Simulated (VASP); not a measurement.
# TiO2 (Anatase) (I4_1/amd) in VASP: further runs, part 3 of 3

VASP 6.6.1. The steps go on from the part before.

**5. Dielectric tensor, LDA**

INCAR

```
SYSTEM = TiO2
PREC = Accurate
ENCUT = 520
EDIFF = 1E-8
ISMEAR = 0
SIGMA = 0.02
LREAL = .False.
LASPH = .True.
NELM = 100
ALGO = Fast
ISIF = 2
LWAVE = .False.
LCHARG = .False.
LEPSILON = .True.
KPAR = 4
```

KPOINTS

```
regular mesh
0
Gamma
  10 10 10
  0 0 0
```

POSCAR

```
TiO2
1.0
   -1.8921000000      1.8921000000      4.7573000000
    1.8921000000     -1.8921000000      4.7573000000
    1.8921000000      1.8921000000     -4.7573000000
Ti O
2 4
Direct
    0.7500000000      0.2500000000      0.5000000000
    0.0000000000      0.0000000000      0.0000000000
    0.7919000000      0.7919000000      0.0000000000
    0.5419000000      0.0419000000      0.5000000000
    0.9581000000      0.4581000000      0.5000000000
    0.2081000000      0.2081000000      0.0000000000
```

Potentials or basis: VASP PAW LDA potentials, release 64 (Ti_sv, O).

On the command line:

```bash
$ cat potpaw_LDA.64/Ti_sv/POTCAR potpaw_LDA.64/O/POTCAR > POTCAR
$ mpirun -np 4 vasp_std > vasp.out
```

OUTCAR:

```text
SYSTEM = TiO2
   PREC = Accurate
   ENCUT = 520
   EDIFF = 1E-8
   ISMEAR = 0
   LREAL = .False.
   LASPH = .True.
   NELM = 100
   ISIF = 2
   LEPSILON = .True.

 ion  position               nearest neighbor table
   1  0.750  0.250  0.500-   3 1.93   6 1.93   3 1.93   6 1.93   5 1.98   4 1.98
   2  0.000  0.000  0.000-   4 1.93   5 1.93   4 1.93   5 1.93   3 1.98   6 1.98
   3  0.792  0.792  0.000-   1 1.93   1 1.93   2 1.98
   4  0.542  0.042  0.500-   2 1.93   2 1.93   1 1.98
   5  0.958  0.458  0.500-   2 1.93   2 1.93   1 1.98
   6  0.208  0.208  0.000-   1 1.93   1 1.93   2 1.98

  LATTYP: Found a body centered tetragonal cell.
 ALAT       =     3.7842000000
 C/A-ratio  =     2.5142962846

  Lattice vectors:

 A1 = (  -1.8921000000,   1.8921000000,   4.7573000000)
 A2 = (   1.8921000000,  -1.8921000000,   4.7573000000)
 A3 = (   1.8921000000,   1.8921000000,  -4.7573000000)

Analysis of symmetry for initial positions (statically):
=====================================================================
 Subroutine PRICEL returns:
 Original cell was already a primitive cell.

 Routine SETGRP: Setting up the symmetry group for a
 body centered tetragonal supercell.

 Subroutine GETGRP returns: Found 16 space group operations
 (whereof  8 operations were pure point group operations)
 out of a pool of 16 trial point group operations.

The static configuration has the point symmetry D_2d.
 The point group associated with its full space group is D_4h.

Analysis of symmetry for dynamics (positions and initial velocities):
=====================================================================
 Subroutine PRICEL returns:
 Original cell was already a primitive cell.

 Routine SETGRP: Setting up the symmetry group for a
 body centered tetragonal supercell.

 Subroutine GETGRP returns: Found 16 space group operations
 (whereof  8 operations were pure point group operations)
 out of a pool of 16 trial point group operations.

The dynamic configuration has the point symmetry D_2d.
 The point group associated with its full space group is D_4h.

 Subroutine INISYM returns: Found 16 space group operations
 (whereof  8 operations are pure point group operations),
 and found     1 'primitive' translations

----------------------------------------------------------------------------------------

                                     Primitive cell

  volume of cell :      68.1253

  direct lattice vectors                    reciprocal lattice vectors
    -1.892100000  1.892100000  4.757300000     0.000000000  0.264256646  0.105101633
     1.892100000 -1.892100000  4.757300000     0.264256646  0.000000000  0.105101633
     1.892100000  1.892100000 -4.757300000     0.264256646  0.264256646  0.000000000

  length of vectors
     5.458203744  5.458203744  5.458203744     0.284390450  0.284390450  0.373715333

  position of ions in fractional coordinates (direct lattice)
     0.750000000  0.250000000  0.500000000
     0.000000000  0.000000000  0.000000000
     0.791900000  0.791900000  0.000000000
     0.541900000  0.041900000  0.500000000
[... 888 lines left out ...]
 VOLUME and BASIS-vectors are now :
 -----------------------------------------------------------------------------
  energy-cutoff  :      520.00
  volume of cell :       68.13
      direct lattice vectors                 reciprocal lattice vectors
    -1.892100000  1.892100000  4.757300000     0.000000000  0.264256646  0.105101633
     1.892100000 -1.892100000  4.757300000     0.264256646  0.000000000  0.105101633
     1.892100000  1.892100000 -4.757300000     0.264256646  0.264256646  0.000000000

 POSITION                                       TOTAL-FORCE (eV/Angst)
 -----------------------------------------------------------------------------------
      0.00000      1.89210      2.37865        -0.000000     -0.000000      0.000000
      0.00000      0.00000      0.00000        -0.000000     -0.000000      0.000000
      0.00000      0.00000      7.53461         0.000000     -0.000000      0.088262
      0.00000      1.89210      0.39866        -0.000000      0.000000      0.088262
      0.00000      1.89210      4.35864        -0.000000      0.000000     -0.088262
      0.00000      0.00000      1.97999         0.000000     -0.000000     -0.088262
 -----------------------------------------------------------------------------------
    total drift:                                0.000000      0.000000      0.000000

  FREE ENERGIE OF THE ION-ELECTRON SYSTEM (eV)
  ---------------------------------------------------
  free  energy   TOTEN  =       -58.8089068553 eV

  energy  without entropy=      -58.8089068553  energy(sigma->0) =      -58.80890686

 HEAD OF MICROSCOPIC STATIC DIELECTRIC TENSOR (INDEPENDENT PARTICLE, excluding Hartree and local field effects)
 ------------------------------------------------------
           7.204233     0.000000     0.000000
           0.000000     7.204233     0.000000
           0.000000    -0.000000     6.815919
 ------------------------------------------------------

 Free energy of the ion-electron system (eV)
  ---------------------------------------------------
  ---------------------------------------------------
  free energy    TOTEN  =        -1.16638404 eV

  energy without entropy =       -1.16638404

------------------------ aborting loop because EDIFF is reached ----------------------------------------

--------------------------------------- Ionic step        2  -------------------------------------------

------------------------ aborting loop because EDIFF is reached ----------------------------------------

--------------------------------------- Ionic step        3  -------------------------------------------

 Free energy of the ion-electron system (eV)
  ---------------------------------------------------
  ---------------------------------------------------
  free energy    TOTEN  =        -1.06020645 eV

  energy without entropy =       -1.06020645

------------------------ aborting loop because EDIFF is reached ----------------------------------------

 PIEZOELECTRIC TENSOR FIELD DIRECTION 3  (e Angst)
 -----------------------------------------------------------------------------
    -0.00119  0.00000  0.00000           ( -0.00001  0.00000  0.00000)
     0.00000 -0.00119  0.00000           (  0.00000 -0.00001  0.00000)
     0.00000  0.00000  0.00087           (  0.00000  0.00000  0.00000)

 PIEZOELECTRIC TENSOR FIELD DIRECTION 3  (C/m^2)
 -----------------------------------------------------------------------------
    -0.00028  0.00000  0.00000
     0.00000 -0.00028  0.00000
     0.00000  0.00000  0.00020

 MACROSCOPIC STATIC DIELECTRIC TENSOR (including local field effects in DFT)
 ------------------------------------------------------
           6.984059     0.000000     0.000000
           0.000000     6.984059     0.000000
          -0.000000     0.000000     6.418070
 ------------------------------------------------------

 PIEZOELECTRIC TENSOR (including local field effects)  for field in x, y, z        (e  Angst)
          XX          YY          ZZ          XY          YZ          ZX
  --------------------------------------------------------------------------------
  x     0.00000     0.00000     0.00000     0.00000     0.00000     0.00000
  y     0.00000     0.00000    -0.00000     0.00000     0.00000     0.00000
  z     0.00000     0.00000     0.00000     0.00000     0.00000     0.00000

 PIEZOELECTRIC TENSOR (including local field effects)  for field in x, y, z        (C/m^2)
          XX          YY          ZZ          XY          YZ          ZX
  --------------------------------------------------------------------------------
  x     0.00000     0.00000     0.00000     0.00000     0.00000     0.00000
  y     0.00000     0.00000    -0.00000     0.00000     0.00000     0.00000
  z     0.00000     0.00000     0.00000     0.00000     0.00000     0.00000

 BORN EFFECTIVE CHARGES (including local field effects) (in |e|, cummulative output)
 ---------------------------------------------------------------------------------
 ion    1
    1     6.56669    -0.00000     0.00000
    2     0.00000     6.56669    -0.00000
    3     0.00000     0.00000     5.78842
 ion    2
    1     6.56669    -0.00000     0.00000
    2     0.00000     6.56669     0.00000
    3     0.00000     0.00000     5.78842
 ion    3
    1    -5.43694     0.00000    -0.00000
    2    -0.00000    -1.12975    -0.00000
    3     0.00000     0.00000    -2.89421
 ion    4
    1    -1.12975     0.00000     0.00000
    2     0.00000    -5.43694    -0.00000
    3     0.00000     0.00000    -2.89421
 ion    5
    1    -5.43694     0.00000     0.00000
    2     0.00000    -1.12975     0.00000
    3     0.00000     0.00000    -2.89421
 ion    6
    1    -1.12975     0.00000     0.00000
    2     0.00000    -5.43694     0.00000
    3     0.00000     0.00000    -2.89421
```

It took 34 min on 4 MPI ranks of Intel Xeon Platinum 8488C (Sapphire Rapids), shared host; peak memory 0.82 GiB.

What came out:

- Band gap on the k mesh: 2.00 eV, indirect (least direct gap 2.34 eV)
- Electronic dielectric tensor (diagonal): 6.98, 6.98, 6.42
- Born charges (mean of the diagonal): Ti +6.31; O -3.15 e

Electronic dielectric tensor:
```
6.98 0.00 0.00
0.00 6.98 0.00
0.00 0.00 6.42
```

Born effective charge tensors (e):
atom 1, Ti
```
6.57 0.00 0.00
0.00 6.57 0.00
0.00 0.00 5.79
```
atom 2, Ti
```
6.57 0.00 0.00
0.00 6.57 0.00
0.00 0.00 5.79
```
atom 3, O
```
-5.44  0.00  0.00
 0.00 -1.13  0.00
 0.00  0.00 -2.89
```
atom 4, O
```
-1.13  0.00  0.00
 0.00 -5.44  0.00
 0.00  0.00 -2.89
```
atom 5, O
```
-5.44  0.00  0.00
 0.00 -1.13  0.00
 0.00  0.00 -2.89
```
atom 6, O
```
-1.13  0.00  0.00
 0.00 -5.44  0.00
 0.00  0.00 -2.89
```

**6. G0W0 quasiparticle levels, PBE**

POSCAR is that of step 5.

INCAR.step1

```
PREC = Accurate
ENCUT = 500
EDIFF = 1E-8
ISMEAR = 0
SIGMA = 0.01
LREAL = F
LASPH = T
NELM = 60
ALGO = Normal
LWAVE = T
LCHARG = F
GGA = PE
KPAR = 4
```

INCAR.step2

```
PREC = Accurate
ENCUT = 500
EDIFF = 1E-8
ISMEAR = 0
SIGMA = 0.01
LREAL = F
LASPH = T
NELM = 1
ALGO = Exact
LWAVE = T
LCHARG = F
GGA = PE
NBANDS = 308
LOPTICS = T
ISTART = 1
KPAR = 4
```

INCAR.step3

```
PREC = Accurate
ENCUT = 500
EDIFF = 1E-8
ISMEAR = 0
SIGMA = 0.01
LREAL = F
LASPH = T
ALGO = EVGW0
LWAVE = F
LCHARG = F
GGA = PE
NELMGW = 1
NBANDS = 308
ENCUTGW = 150
NOMEGA = 50
PRECFOCK = Fast
ISTART = 1
NBANDSGW = 32
KPAR = 4
```

KPOINTS

```
Automatic mesh
0
Gamma
  4 4 4
```

Potentials or basis: VASP PAW PBE potentials, release 64 (Ti_sv_GW, O_GW).

On the command line:

```bash
$ cat potpaw_PBE.64/Ti_sv_GW/POTCAR potpaw_PBE.64/O_GW/POTCAR > POTCAR
$ cp INCAR.step1 INCAR
$ mpirun -np 4 vasp_std > vasp.out
$ cp INCAR.step2 INCAR
$ mpirun -np 4 vasp_std > vasp.out
$ cp INCAR.step3 INCAR
$ mpirun -np 4 vasp_std > vasp.out
```

OUTCAR:

```text
PREC = Accurate
   ENCUT = 500
   EDIFF = 1E-8
   ISMEAR = 0
   LREAL = F
   LASPH = T
   GGA = PE
   NELMGW = 1
   ENCUTGW = 150
   PRECFOCK = Fast
   ISTART = 1

 ion  position               nearest neighbor table
   1  0.750  0.250  0.500-   3 1.93   6 1.93   3 1.93   6 1.93   5 1.98   4 1.98
   2  0.000  0.000  0.000-   4 1.93   5 1.93   4 1.93   5 1.93   3 1.98   6 1.98
   3  0.792  0.792  0.000-   1 1.93   1 1.93   2 1.98
   4  0.542  0.042  0.500-   2 1.93   2 1.93   1 1.98
   5  0.958  0.458  0.500-   2 1.93   2 1.93   1 1.98
   6  0.208  0.208  0.000-   1 1.93   1 1.93   2 1.98

  LATTYP: Found a body centered tetragonal cell.
 ALAT       =     3.7842000000
 C/A-ratio  =     2.5142962846

  Lattice vectors:

 A1 = (  -1.8921000000,   1.8921000000,   4.7573000000)
 A2 = (   1.8921000000,  -1.8921000000,   4.7573000000)
 A3 = (   1.8921000000,   1.8921000000,  -4.7573000000)

Analysis of symmetry for initial positions (statically):
=====================================================================
 Subroutine PRICEL returns:
 Original cell was already a primitive cell.

 Routine SETGRP: Setting up the symmetry group for a
 body centered tetragonal supercell.

 Subroutine GETGRP returns: Found 16 space group operations
 (whereof  8 operations were pure point group operations)
 out of a pool of 16 trial point group operations.

The static configuration has the point symmetry D_2d.
 The point group associated with its full space group is D_4h.

Analysis of symmetry for dynamics (positions and initial velocities):
=====================================================================
 Subroutine PRICEL returns:
 Original cell was already a primitive cell.

 Routine SETGRP: Setting up the symmetry group for a
 body centered tetragonal supercell.

 Subroutine GETGRP returns: Found 16 space group operations
 (whereof  8 operations were pure point group operations)
 out of a pool of 16 trial point group operations.

[... 87 lines left out ...]
 SYSTEM =  unknown system
   PREC   = accura    normal or accurate (medium, high low for compatibility)
   ISTART =      1    job   : 0-new  1-cont  2-samecut
   ICHARG =      0    charge: 1-file 2-atom 10-const
   ISPIN  =      1    spin polarized calculation?
   LNONCOLLINEAR =      F non collinear calculations
   LSORBIT =      F    spin-orbit coupling
   LASPH  =      T    aspherical Exc in radial PAW
   ENCUT  =  500.0 eV  36.75 Ry    6.06 a.u.   9.95  9.95  9.95*2*pi/ulx,y,z
   NELM   =     60;   NELMIN=  2; NELMDL=  0     # of ELM steps
   EDIFF  = 0.1E-07   stopping-criterion for ELM
   LREAL  =      F    real-space projection
   EDIFFG = 0.1E-06   stopping-criterion for IOM
   NSW    =      0    number of steps for IOM
   IBRION =     -1    ionic relax: 0-MD 1-quasi-New 2-CG
   NFREE  =      0    steps in history (QN), initial steepest desc. (CG)
   ISIF   =      0    stress and relaxation
   ISYM   =      3    0-nonsym 1-usesym 2-fastsym
   POTIM  = 0.5000    time-step for ionic-motion
   TEBEG  =    0.0;   TEEND  =   0.0 temperature during run
   PSTRESS=    0.0 pullay stress
   NELECT =      48.0000    total number of electrons
   NUPDOWN=      -1.0000    fix difference up-down
   EMIN   =  10.00;   EMAX   =-10.00  energy-range for DOS
   EFERMI =   0.00;   METHOD = LEGACY
   ISMEAR =     0;   SIGMA  =   0.01  broadening in eV -4-tet -1-fermi 0-gaus
   EFERMI_NEDOS =   21; number of points for ismear=-14 and -15
   IALGO  =     38    algorithm
   IMIX   =      4    mixing-type and parameters
     AMIX     =   0.40;   BMIX     =  1.00
     AMIX_MAG =   1.60;   BMIX_MAG =  1.00
  volume/ion in A,a.u.               =      11.35        76.62
  Fermi-wavevector in a.u.,A,eV,Ry     =   1.456752  2.752862 28.873289  2.122127
  Thomas-Fermi vector in A             =   2.573634
   LORBIT       =      0    0 simple, 1 ext, 2 COOP (PROOUT), +10 PAW based schemes
   GGA     = PE    functional components
   LHFCALC =     T    Hartree Fock is set to
   PRECFOCK=fast      Normal, Fast or Accurate (Low or Medium for compatibility)
   ENCUT4O =  -1.0   cutoff for four orbital integrals eV
   NKREDX  =     1    reduce k-point grid by
   NKREDY  =     1    reduce k-point grid by
   NKREDZ  =     1    reduce k-point grid by
   AEXX    =    1.0000 exact exchange contribution
   HFSCREEN=    0.0000 screening length (either q_TF or 0.3 A-1)
   HFSCREENC=   0.0000 screening length for correlation (either q_TF or 0.3 A-1)
   ENCUTFOCK=  -1.0 apply spherical cutoff to Coloumb kernel
   IVDW    =     0    specifies the selected vdW correction
   LEPSILON=     F    determine dielectric tensor
   LRPA    =     F    only Hartree local field effects (RPA)
   LRPAFORCE           =     F    calculate RPA forces
   ENCUTGW             = 150.0    cutoff for response function in eV
   ENCUTGWSOFT         = 120.0    soft cutoff for Coulomb kernel in GW response function in eV
   ENCUTLF             =  -1.0    cutoff for local field effects
   NELMGW              =     1    number of iterations in solving QP/BSE equation
   NELMHF              =     1    number of iterations in the inner HF iteration
   NKREDLFX            =     1    NKREDLFY  =   1   NKREDLFZ  =   1
 non-spin polarized calculation
 Gauss-broadening in eV      SIGMA  =   0.01
  energy-cutoff  :      500.00
  volume of cell :       68.13
 maximum number of plane-waves:      1744
  NGX = 24; NGY = 24; NGZ = 24
   NGX = 19   NGY = 19   NGZ = 19
 maximum number of plane-waves:       293

 QP shifts <psi_nk| G(iteration)W_0 |psi_nk>: iteration 1
 for sc-GW calculations column KS-energies equals QP-energies in previous step
 and V_xc(KS)=  KS-energies - (<T + V_ion + V_H > + <T+V_H+V_ion>^1  + <V_x>^1)

 k-point   1 :       0.0000    0.0000    0.0000
  band No.  KS-energies  QP-energies   sigma(KS)   V_xc(KS)     V^pw_x(r,r')   Z            occupation Imag(sigma)

      1     -52.9616     -54.0096     -26.7235     -24.9371     -41.6836       0.5867       2.0000       1.8286
      2     -52.9006     -53.9575     -26.7503     -24.9919     -41.7084       0.6010       2.0000       1.8257
      3     -29.4401     -30.3580     -25.2765     -23.8554     -34.5543       0.6459       2.0000       1.2232
      4     -29.2007     -30.1272     -25.5083     -24.0947     -34.6266       0.6554       2.0000       1.1374
      5     -29.2007     -30.1272     -25.5083     -24.0947     -34.6266       0.6554       2.0000       1.1374
      6     -29.1280     -30.0484     -25.5695     -24.1628     -34.6588       0.6543       2.0000       1.1075
[... 456 lines left out ...]
     31       8.3489       9.9582     -19.9275     -22.1775     -13.6241       0.7152       0.0000      -0.4122
     32       8.3489       9.9582     -19.9275     -22.1775     -13.6241       0.7152       0.0000      -0.4122
```

OUTCAR.step1:

```text
PREC = Accurate
   ENCUT = 500
   EDIFF = 1E-8
   ISMEAR = 0
   LREAL = F
[... 628 lines left out ...]
      0.00000      0.00000      7.53461        -0.000000      0.000000     -0.110033
      0.00000      1.89210      0.39866         0.000000     -0.000000     -0.110033
      0.00000      1.89210      4.35864         0.000000     -0.000000      0.110033
      0.00000      0.00000      1.97999        -0.000000      0.000000      0.110033
 -----------------------------------------------------------------------------------
    total drift:                                0.000000      0.000000     -0.000000

  FREE ENERGIE OF THE ION-ELECTRON SYSTEM (eV)
  ---------------------------------------------------
  free  energy   TOTEN  =       -58.4686858552 eV

  energy  without entropy=      -58.4686858552  energy(sigma->0) =      -58.46868586
```

Run time: 12 min. Hardware: 4 MPI ranks of Intel Xeon 6975P-C (Granite Rapids), shared host; peak memory 1.1 GiB.

What came out:

```yaml
Band_gap_on_the_k_mesh_mean-field_level: 2.16 eV, indirect (least direct gap 2.46 eV)
Quasiparticle_gap: 3.77 eV
Least_direct_quasiparticle_gap: 4.10 eV
```

Levels at points of the mesh, in eV from the valence-band top:
```csv
k point,band 22,band 23,band 24,band 25,band 26,band 27
"(0.00, 0.00, 0.00)",-0.72,-0.43,-0.43,2.16,2.91,4.05
"(0.50, 0.00, 0.00)",-0.91,-0.80,-0.60,3.30,3.61,3.63
"(0.50, 0.50, 0.00)",-2.02,0.00,0.00,3.40,3.42,3.87
"(0.50, 0.50, 0.50)",-1.22,-0.08,-0.08,2.52,2.52,3.86
```

Caveat: the k mesh is coarse (spacing up to 0.59 Å⁻¹), so the values aren't converged; bands, screening cutoff and mesh are small and nothing is extrapolated, so the quasiparticle values aren't converged. A k mesh can miss the band edges.

**7. Overview**

```csv
task,level,potentials or basis,cell,k mesh,cutoff (eV),smearing,ladder,GW scheme,GW iterations,cutoff of the response function,frequency points,mesh quality,gap on the mesh (eV)
G0W0 quasiparticle levels,PBE,"VASP PAW PBE potentials, release 64 (Ti_sv_GW, O_GW)",as given,4 × 4 × 4,500,gaussian 0.01 eV,free,G0W0,1,150,50,coarse,-
Born charges and dielectric tensor,PBE,"VASP PAW PBE potentials, release 64 (Ti_sv, O)",as given,10 × 10 × 10,520,gaussian 0.02 eV,gaps,-,-,-,-,not flagged,2.11
phonons,PBE,"VASP PAW PBE potentials, release 64 (Ti_sv, O)",relaxed,10 × 10 × 10,600,gaussian 0.02 eV,gaps,-,-,-,-,not flagged,-
dielectric tensor,LDA,"VASP PAW LDA potentials, release 64 (Ti_sv, O)",as given,10 × 10 × 10,520,gaussian 0.02 eV,free,-,-,-,-,not flagged,2.00
G0W0 quasiparticle levels,PBE,"VASP PAW PBE potentials, release 64 (Ti_sv_GW, O_GW)",as given,4 × 4 × 4,500,gaussian 0.01 eV,gaps,G0W0,1,150,50,coarse,-
```

Alike in all rows: no spin polarisation.

Caveats: some runs use coarse meshes; bands, screening cutoff and mesh are small and nothing is extrapolated, so the quasiparticle values aren't converged (some runs).

Total energies depend on the potentials used, so only differences within one code and one set of settings carry meaning.
